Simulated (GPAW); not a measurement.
Runs of GPAW 26.7.0 on Ru. It takes space group P6_3/mmc (No. 194, hexagonal). The conventional cell has a = 2.706 Å, b = 2.706 Å, c = 4.282 Å, α = 90.00°, β = 90.00°, γ = 120.00°. Around Ru (site symmetry -6m2) lie 12 Ru at 2.65 to 2.71 Å. 

| task | level | potentials or basis | spin | cell | k mesh | band path | band points | spin axis theta (degrees) | spin axis phi (degrees) | data set | mesh quality | gap on the mesh (eV) | pressure (GPa) |
| --- | --- | --- | --- | --- | --- | --- | --- | --- | --- | --- | --- | --- | --- |
| band structure | BP86 | PAW data sets generated in the run's folder for this functional, pw | SOC, no magnetisation | as given | 8 × 8 × 5 | GMKGALHA,LM,KH | 60 | 54.7 | 45 | - | not flagged | - | 4.3 |
| band structure | LDA | the program's PAW data sets (release 1.2.1) made for this functional, other valence, pw | off | as given | 8 × 8 × 5 | GMKGALHA,LM,KH | 60 | - | - | Ru 8 | not flagged | - | -3.1 |
| relaxation of cell and atoms | BP86+D3(BJ) | PAW data sets generated in the run's folder for this functional, pw | off | relaxed | 8 × 8 × 5 | - | - | - | - | - | not flagged | none | 0.0 |
| relaxation of cell and atoms | WC | PAW data sets generated in the run's folder for this functional, pw | off | relaxed to -1 GPa | 8 × 8 × 5 | - | - | - | - | - | not flagged | none | -1.0 |
| band structure | RPBE | the program's PAW data sets (release 1.2.1) made for this functional, pw | SOC, no magnetisation | as given | 8 × 8 × 5 | GMKGALHA,LM,KH | 100 | 0 | 0 | - | not flagged | - | 8.1 |
| band structure | M06-L | GPAW PAW data sets (gpaw-data 1.2.1), pw | SOC, no magnetisation | as given | 8 × 8 × 5 | GMKGALHA,LM,KH | 100 | 54.7 | 45 | - | not flagged | - | (b) |
| band structure | PBEsol | PAW data sets generated in the run's folder for this functional, pw | SOC, no magnetisation | as given | 8 × 8 × 5 | GMKGALHA,LM,KH | 60 | 0 | 0 | - | not flagged | - | -7.5 |
| band structure | WC | PAW data sets generated in the run's folder for this functional, pw | SOC, no magnetisation | as given | 8 × 8 × 5 | GMKGALHA,LM,KH | 80 | 90 | 0 | - | not flagged | - | (a) |

Alike in all rows: cutoff (eV) 600; smearing fermi-dirac 0.05 eV.

Question: Estimate the missing entries.

Answer: (a) -5.4; (b) -8.5.

Caveats: spin-orbit coupling was added after a scalar SCF, so levels and gaps hold it while energy, forces, pressure and moments don't (some runs); this program's spin-orbit splittings come out too wide for heavy elements (some runs); later steps reuse the first step's grids (some runs); pairwise dispersion overbinds metals, which lowers pressure and volume (some runs); the PAW data sets were made with another functional, which shifts forces and pressure a little (some runs).

A k mesh can miss the band edges, and rows without SOC leave out spin-orbit coupling on Ru.

A gap of «none» marks a metal or a gap under the smearing width.

The runs don't all hold the same shells in valence.
